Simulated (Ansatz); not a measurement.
Structure types of As were relaxed at one common pressure (all-electron LAPW in Ansatz 0.2.0 under PBE, scalar-relativistic, no spin polarisation, zero temperature). They take these volumes:

| type | space group | V (Å³/atom) |
| --- | --- | --- |
| fcc | Fm-3m | 15.35 |
| bcc | Im-3m | 15.16 |
| hcp | P6_3/mmc | 15.31 |
| beta tin | I4_1/amd | 16.08 |
| diamond | Fd-3m | 20.22 |
| sc | Pm-3m | 16.18 |

**Question.** At about which pressure, and is the densest type also the lowest in enthalpy?

**Answer.** 30 GPa. The densest is bcc, and it is 122 meV/atom above sc: its gain in pV doesn't pay for its higher energy here.
